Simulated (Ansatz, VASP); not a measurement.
# CaSiS3 in two plane-wave programs

One calculation is typed for both programs; each brings its own data sets. How far apart do they land? The cell is generated by rule, not measured, and may not be a known phase. The cell is taken from a series of runs on this material, whose earlier steps may have relaxed, scaled, displaced or heated it; both programs get it as it stands.

Calculated with Ansatz 0.2.0; plane waves, with VASP 6.6.1 beside it; relaxation of cell and atoms at LDA.

### Step 1. Starting point

The structure is monoclinic, space group Cc (No. 9). The conventional cell has a = 12.366 Å, b = 5.870 Å, c = 5.904 Å, α = 90.00°, β = 118.04°, γ = 90.00°. Ca has 8 S at 2.75 to 3.14 Å nearest. Nearest to Si lie 5 S at 2.11 to 2.31 Å. Nearest to S lie 2 Si at 2.23 to 2.31 Å and 2 Ca at 2.75 to 2.86 Å. Nearest to S lie 2 Si at 2.23 to 2.30 Å and 2 Ca at 2.87 to 3.07 Å. Nearest to S lie 1 Si at 2.11 Å and 4 Ca at 2.84 to 3.14 Å. Farther neighbours and most contacts between anions are not listed.

### Step 2. Ansatz: relaxation of cell and atoms, LDA, pair 1

Ansatz runs on its PAW soft_1 files.

The relaxed volume is the usual yardstick between codes: in a stiff, nearly cubic crystal its relative difference is about their pressure difference at one cell divided by the bulk modulus.

File input.yaml:

```yaml
crystal:
  lattice:
    - [6.1829645665, -2.9351589455, 0.0]
    - [6.1829645665, 2.9351589455, 0.0]
    - [-2.7751943148, 0.0, 5.2108091537]
  atoms:
    - { symbol: Ca, position: [0.7478508846, 0.2969107802, 0.7239917486] }
    - { symbol: Ca, position: [0.2969107802, 0.7478508846, 0.2239917486] }
    - { symbol: Si, position: [0.0274542853, 0.5478970176, 0.5426730402] }
    - { symbol: Si, position: [0.5478970176, 0.0274542853, 0.0426730402] }
    - { symbol: S, position: [0.7487993122, 0.6556146478, 0.1741082509] }
    - { symbol: S, position: [0.1772608589, 0.3388632054, 0.8559061094] }
    - { symbol: S, position: [0.3388632054, 0.1772608589, 0.3559061094] }
    - { symbol: S, position: [0.6556146478, 0.7487993122, 0.6741082509] }
    - { symbol: S, position: [0.1810256426, 0.7781010699, 0.7030985552] }
    - { symbol: S, position: [0.7781010699, 0.1810256426, 0.2030985552] }
kpoints:
  mp_grid: { grid: [6, 6, 6] }
hamiltonian:
  xc: lda
  pseudopotentials: { kind: paw, azcp: { folder: soft_1 }, xc_functional: pbe }
scf:
  occupations: { method: fixed }
output:
  forces: true
  stress: true
  eigenvalues: true
relax:
  adjacent_minimum: "off"
  f_tol: 0.001
  max_steps: 60
  cell: { stress_tol: 0.01 }
```

Launch:

```sh
$ ansatz run input.yaml --threads 4 --pin off --max-ram 16384MiB --backend cpu --events-out ev --progress --plain --runs-dir out
```

Numbers of over 12 decimals in the logs are rounded to 6 here.

The program printed:

```text
Engine: ansatz 0.2.0, aarch64-unknown-linux-gnu
Pseudopotentials: kind: paw
Pseudopotential: Ca, paw, valence charge 10, recommended cutoff 420 eV (normal), soft_1/Ca.paw.azcp
Pseudopotential: Si, paw, valence charge 4, recommended cutoff 420 eV (normal), soft_1/Si.paw.azcp
Pseudopotential: S, paw, valence charge 6, recommended cutoff 420 eV (normal), soft_1/S.paw.azcp
Functional definition: SPW92
  exchange = slater_x
  correlation = pw_c
Crystal: 10 atoms, lattice volume = 189.131 Å³
Basis set: ecut = 420 eV, 3687 PW (Γ)
Bands: 42, of which v1, the nominal top of the filled ones, is band 32 counted from 1 (31 counted from 0)
Symmetry: 2 space group operations
Space group: Cc (ITA 9), of the structure as read, at distance tolerance 5.7e-5 Å
k-points: 68 of 216 (time reversal used)
Non-local potential: Ca, projectors of the file, l = 0: 3, l = 1: 2, l = 2: 2
Non-local potential: Si, projectors of the file, l = 0: 2, l = 1: 2, l = 2: 1
Non-local potential: S, projectors of the file, l = 0: 2, l = 1: 2, l = 2: 1
PAW form: soft (Blöchl's): semilocal exchange-correlation on the pseudo side does not see the compensation charge
PAW frozen core: Ca, regenerated for the run's functional, and the local potential with it (the file was generated under x = pbe(κ = 0.804, μ = 0.219515), c = pbe(β = 0.066725))
PAW frozen core: Si, regenerated for the run's functional, and the local potential with it (the file was generated under x = pbe(κ = 0.804, μ = 0.219515), c = pbe(β = 0.066725))
PAW frozen core: S, regenerated for the run's functional, and the local potential with it (the file was generated under x = pbe(κ = 0.804, μ = 0.219515), c = pbe(β = 0.066725))
PAW one-centre angular grid: Ca, 110 points (default); XC on 64 Gauss nodes
PAW one-centre angular grid: Si, 110 points (default); XC on 64 Gauss nodes
PAW one-centre angular grid: S, 110 points (default); XC on 64 Gauss nodes
Initial density: superposition of atomic densities (chi_scale 0.1, normalization cell, long waves kept (reshape's long-wave potential 0.03 eV rms))
Initial wavefunctions: pseudopotential atomic-orbital guess
Functional: x = slater, c = lda
SCF iter   1: F=—  HF=-9995.235529 eV  |F-HF|=—  |Δ(HF+E_count)|=         —  Δρ=5.49e-2  dr2=1.37e1  ethr=3.10e-3  ⟨swp⟩=8.0  Hψ=15483  notcnv=0  defer=508
preconditioner: auto → Resta (q_TF=auto, 2.278 Å⁻¹)  ε∞=6.2  [insulator: Δε(μ)=0.779 eV  Ē_g=8.172 eV  n_scr=34 (ndim 8)  ℏωp=18.7 eV  f_vac=0.000  ε∞_Penn≈6.2]
SCF iter   2: F=—  HF=-9991.893202 eV  |F-HF|=—  |Δ(HF+E_count)|=    3.34e0  Δρ=2.30e-2  dr2=1.91e0  ethr=3.10e-3  ⟨swp⟩=5.4  Hψ=7721  notcnv=0  defer=495
SCF iter   3: F=—  HF=-9991.322154 eV  |F-HF|=—  |Δ(HF+E_count)|=   5.71e-1  Δρ=8.02e-3  dr2=2.09e-1  ethr=2.98e-3  ⟨swp⟩=4.0  Hψ=5273  notcnv=0  defer=528
SCF iter   4: F=—  HF=-9991.255387 eV  |F-HF|=—  |Δ(HF+E_count)|=   6.68e-2  Δρ=2.05e-3  dr2=1.25e-2  ethr=3.26e-4  ⟨swp⟩=4.4  Hψ=5099  notcnv=0  defer=543
SCF iter   5: F=—  HF=-9991.252629 eV  |F-HF|=—  |Δ(HF+E_count)|=   2.76e-3  Δρ=6.16e-4  dr2=8.06e-4  ethr=1.95e-5  ⟨swp⟩=3.8  Hψ=4791  notcnv=0  defer=544
SCF iter   6: F=—  HF=-9991.252642 eV  |F-HF|=—  |Δ(HF+E_count)|=   1.29e-5  Δρ=1.13e-4  dr2=2.93e-5  ethr=1.26e-6  ⟨swp⟩=2.3  Hψ=4489  notcnv=0  defer=544
SCF iter   7: F=—  HF=-9991.252666 eV  |F-HF|=—  |Δ(HF+E_count)|=   2.36e-5  Δρ=3.41e-5  dr2=3.24e-6  ethr=4.58e-8  ⟨swp⟩=2.3  Hψ=4819  notcnv=0  defer=544
SCF iter   8: F=—  HF=-9991.252665 eV  |F-HF|=—  |Δ(HF+E_count)|=   3.57e-7  Δρ=9.80e-6  dr2=2.98e-7  ethr=5.07e-9  ⟨swp⟩=2.2  Hψ=4240  notcnv=0  defer=544
SCF iter   9: F=-9991.252665 eV  HF=-9991.252665 eV  |F-HF|=1.55e-9  |Δ(HF+E_count)|=   2.32e-8  Δρ=2.22e-6  dr2=1.19e-8  ethr=1.56e-10  ⟨swp⟩=20.7  Hψ=22207  notcnv=0
SCF 1 converged in 9 iterations: F = -9991.252665 eV  dr2 = 1.19e-8
  greatest PAW one-centre occupation: 0.995 electrons in one spin orbital (limit 2), on the Ca atom at site 1 (counted from 0), in its partial waves of l = 0
relax step   1: F+E_penalty+E_count = -9991.25266517 eV  Δ(F+E_penalty+E_count) = +0.000e0 eV  max|allowed force component| = 2.303e-4 eV/Å  Δτ_max = 0.0000 Å  P = -0.001 GPa  Ω = 189.131 Å³  (9 SCF iters, dr2 threshold 1.00e-7 eV, accepted)
Initial density: handed on by an earlier stage of this run
Initial wavefunctions: pseudopotential atomic-orbital guess (no wavefunctions were taken with the density)
iter 1 solved again at ethr=6.25e-7 eV; its pass at ethr=3.10e-3 eV (dr2=4.00e-4 eV) is discarded
SCF iter   1: F=—  HF=-9991.252642 eV  |F-HF|=—  |Δ(HF+E_count)|=         —  Δρ=2.53e-6  dr2=1.50e-8  ethr=6.25e-7  ⟨swp⟩=4.1  Hψ=20701  notcnv=0  defer=544
eigensolver tolerance schedule: the retry pair's looser diagonalisation over-reported the residual by 26588.48 of it (diagonalisation noise at an unbounded share of the residual, at the tolerance the schedule requests for it); recorded, not acted on — ethr = c·dr2/N_el stays at c = 1.0e-1
preconditioner: auto → Resta (q_TF=auto, 2.278 Å⁻¹)  ε∞=4.9  [insulator: Δε(μ)=1.224 eV  Ē_g=9.471 eV  n_scr=34 (ndim 8)  ℏωp=18.7 eV  f_vac=0.000  ε∞_Penn≈4.9]
SCF iter   2: F=—  HF=-9991.252665 eV  |F-HF|=—  |Δ(HF+E_count)|=   2.27e-5  Δρ=1.50e-6  dr2=5.27e-9  ethr=2.35e-11  ⟨swp⟩=4.6  Hψ=8110  notcnv=0  defer=544
SCF iter   3: F=—  HF=-9991.252665 eV  |F-HF|=—  |Δ(HF+E_count)|=  3.64e-12  Δρ=6.46e-7  dr2=1.28e-9  ethr=8.23e-12  ⟨swp⟩=2.5  Hψ=3987  notcnv=0  defer=544
SCF iter   4: F=—  HF=-9991.252665 eV  |F-HF|=—  |Δ(HF+E_count)|=  8.73e-11  Δρ=2.35e-7  dr2=8.84e-11  ethr=2.00e-12  ⟨swp⟩=2.3  Hψ=4035  notcnv=0  defer=544
SCF iter   5: F=—  HF=-9991.252665 eV  |F-HF|=—  |Δ(HF+E_count)|=  7.28e-12  Δρ=1.26e-7  dr2=2.29e-11  ethr=1.00e-12  ⟨swp⟩=1.0  Hψ=2579  notcnv=0  defer=544
SCF iter   6: F=-9991.252665 eV  HF=-9991.252665 eV  |F-HF|=1.82e-12  |Δ(HF+E_count)|=  7.28e-12  Δρ=4.08e-8  dr2=2.64e-12  ethr=1.00e-12  ⟨swp⟩=20.5  Hψ=25314  notcnv=0
SCF 2 converged in 6 iterations: F = -9991.252665 eV  dr2 = 2.64e-12
relax step   2: F+E_penalty+E_count = -9991.25266518 eV  Δ(F+E_penalty+E_count) = -1.512e-9 eV  max|allowed force component| = 2.331e-4 eV/Å  Δτ_max = 0.0000 Å  P = -0.001 GPa  Ω = 189.131 Å³  stress off target by 2.72e-3 GPa  SCF on the basis re-selected at this cell (its energy is not comparable with the rows above)  (6 SCF iters)
basis re-selected at this cell: Δ(F+E_penalty+E_count) = -1.512e-9 eV, ΔP = +0.000 GPa vs the last step (what re-selecting the basis moved, of the pressure what is left beyond the Pulay correction that the steps carried, after the strain that the cell walked since its last selection, with what the two solves' SCF thresholds leave and, on support functions, any second-order correction that the steps lacked; it is no m [...]
SCF converged after 6 iterations
Free energy (F): -9991.252665 eV
Harris-Foulkes:  -9991.252665 eV  (|F-HF|=1.82e-12)
Internal energy: -9991.252665 eV  (E = F + TS)
E sigma→0 (E₀):  -9991.252665 eV
Fermi energy:    7.549224 eV
--- Per-component energies (eV) ---
  E_band       = -211.212086
  E_kinetic    = 1241.237359
  E_local      = -2093.135906  (includes V_loc(G=0)·N_el)
  E_nonlocal   = 444.943346
  E_hartree    = 664.077089
  E_xc         = -901.314592
  E_vxc        = -919.766968  (∫ρ·V_xc dr)
  E_paw        = -6077.092638  (= ΣΔE_a)
  E_vpaw       = -212.644162  (= ΣTr[D̂ρ^β])
  E_aug_tail   = 0.000060  (compensation charges beyond the density's cutoff)
  E_ewald      = -3271.621564
  E_core_change = 1.654180  (= ΣΔE_core)
  E_smearing   = -0.000000  (= −TS)
  E_closure    = 0.000000  (closes the sum)
  Σ components = -9991.252665   (vs F -9991.252665, Δ=0.00e0)
--- Forces (eV/Å), atoms counted from 1 ---
  atom   1  Ca    -0.00023294     0.00008207    -0.00011735
  atom   2  Ca    -0.00023294    -0.00008207    -0.00011735
  atom   3  Si    -0.00009628    -0.00003749     0.00000594
  atom   4  Si    -0.00009628     0.00003749     0.00000594
  atom   5  S      0.00009776     0.00017697    -0.00006615
  atom   6  S      0.00013788    -0.00018878     0.00012856
  atom   7  S      0.00013788     0.00018878     0.00012856
  atom   8  S      0.00009776    -0.00017697    -0.00006615
  atom   9  S      0.00009446     0.00001438     0.00005264
  atom  10  S      0.00009446    -0.00001438     0.00005264
  max |Σ_I F_I| component: 7.28e-6 eV/Å
--- Stress (GPa, compression-positive) ---
        0.001202       0.000000       0.000879
        0.000000      -0.002504      -0.000000
        0.000879      -0.000000      -0.002523
  P = ⅓ Tr σ = -0.0013 GPa (-0.013 kbar)
--- Band table (eV; the first three rows and the last of 68) ---
  k-point 0: bands = [... 28 lower, 6.2707, 6.5530, 7.1886, 7.5492, 8.8913, 9.3389, 10.1685, 10.7322, ... 6 higher]
  k-point 1: bands = [... 28 lower, 6.1778, 6.4047, 7.1296, 7.1357, 8.9391, 9.5604, 10.2758, 10.8118, ... 6 higher]
  k-point 2: bands = [... 28 lower, 6.2051, 6.2654, 6.6009, 7.0838, 8.8052, 9.5719, 10.6531, 10.8172, ... 6 higher]
  k-point 67: bands = [... 28 lower, 5.9059, 5.9059, 6.8207, 6.8207, 9.5246, 9.5246, 10.8918, 10.8918, ... 6 higher]
--- Relaxed structure (1 steps of the walk, 1 accepted, 1 SCFs on fresh bases) ---
  F+E_penalty+E_count = -9991.25266518 eV   max|allowed force component| = 2.331e-4 eV/Å   (the final SCF, on the basis selected at the relaxed cell)
  cell:  # Å, volume = 189.1314 Å³
    - [6.1829645665, -2.9351589455, 0.0]
    - [6.1829645665, 2.9351589455, 0.0]
    - [-2.7751943148, 0.0, 5.2108091537]
  atoms:
    - { symbol: Ca, position: [0.7478508846, 0.296911, 0.723992] }
    - { symbol: Ca, position: [0.2969107802, 0.747851, 0.223992] }
    - { symbol: Si, position: [0.027454, 0.5478970176, 0.5426730402] }
    - { symbol: Si, position: [0.5478970176, 0.027454, 0.0426730402] }
    - { symbol: S, position: [0.7487993122, 0.655615, 0.1741082509] }
    - { symbol: S, position: [0.177261, 0.3388632054, 0.8559061094] }
    - { symbol: S, position: [0.3388632054, 0.177261, 0.355906] }
    - { symbol: S, position: [0.6556146478, 0.748799, 0.6741082509] }
    - { symbol: S, position: [0.1810256426, 0.7781010699, 0.703099] }
    - { symbol: S, position: [0.7781010699, 0.181026, 0.2030985552] }
```

The column dr2 measures how far the density is from self-consistency, as an energy; F and HF (Harris–Foulkes) agree once it is small.

(Continued in part 2 of 2.)

[Lines on the potential files, build, host, timing and source positions are cut from VASP's logs without a mark.]

[Logs are printed without paths, hosts, clocks, repeated set-up lines and the standing remarks that a program may print on its own settings, such as how far it seeks lower states.]

[Hosts, paths, dates, database ids (printed as entryN), source tags and the programs' standing remarks are cut or masked in the printed files.]
